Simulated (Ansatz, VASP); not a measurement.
# Two plane-wave programs on Re

File INCAR:

```
SYSTEM = Re
PREC = Accurate
ENCUT = 520
EDIFF = 1E-7
ISMEAR = -1
SIGMA = 0.1
LREAL = .FALSE.
LASPH = .TRUE.
NELM = 80
ALGO = Normal
ISIF = 2
LWAVE = .FALSE.
LCHARG = .TRUE.
GGA = PE
LELF = .TRUE.
LVHAR = .TRUE.
NBANDS = 14
```

KPOINTS

```
Automatic mesh
0
G
  12 12 12
  0 0 0
```

File POSCAR:

```
Re
1.0
    0.0000000000      2.8260376746      2.8260376746
    2.8260376746      0.0000000000      2.8260376746
    2.8260376746      2.8260376746      0.0000000000
Re
2
Direct
   -0.1250000000     -0.1250000000     -0.1250000000
    0.1250000000      0.1250000000      0.1250000000
```

Input for Ansatz:

```yaml
crystal:
  lattice:
    - [0.0, 2.8260376746, 2.8260376746]
    - [2.8260376746, 0.0, 2.8260376746]
    - [2.8260376746, 2.8260376746, 0.0]
  atoms:
    - { symbol: Re, position: [-0.125, -0.125, -0.125] }
    - { symbol: Re, position: [0.125, 0.125, 0.125] }
kpoints:
  mp_grid: { grid: [12, 12, 12] }
scf:
  occupations: { method: fermi_dirac, width: 0.1 }
hamiltonian:
  xc: pbe
  pseudopotentials: { kind: nc }
output:
  forces: true
  stress: true
  eigenvalues: true
```

Change from the starting cell: volume scaled by 1, norm-conserving files.

Alike in both runs: task single point; functional PBE; k mesh 12 × 12 × 12; occupations fermi-dirac, width 0.1 eV; no spin polarisation.

|  | VASP | Ansatz |
| --- | --- | --- |
| version | VASP 6.6.1 | Ansatz 0.2.0 |
| potentials or method | VASP PAW PBE potentials, release 64 (Re) | norm-conserving pseudopotentials, scalar-relativistic |
| plane-wave cutoff (eV) | 520 | 980 |
| valence electrons in the cell | 14 | 30 |

Ansatz gave:

| Quantity | Value |
| --- | --- |
| pressure (GPa) | 0.2 |

Problem. What did VASP give for the same quantities?

Solution. Pressure (GPa): -1.7.

The two sets of potentials don't hold the same shells in valence.

Spin-orbit coupling is left out, which matters for the levels of Re.
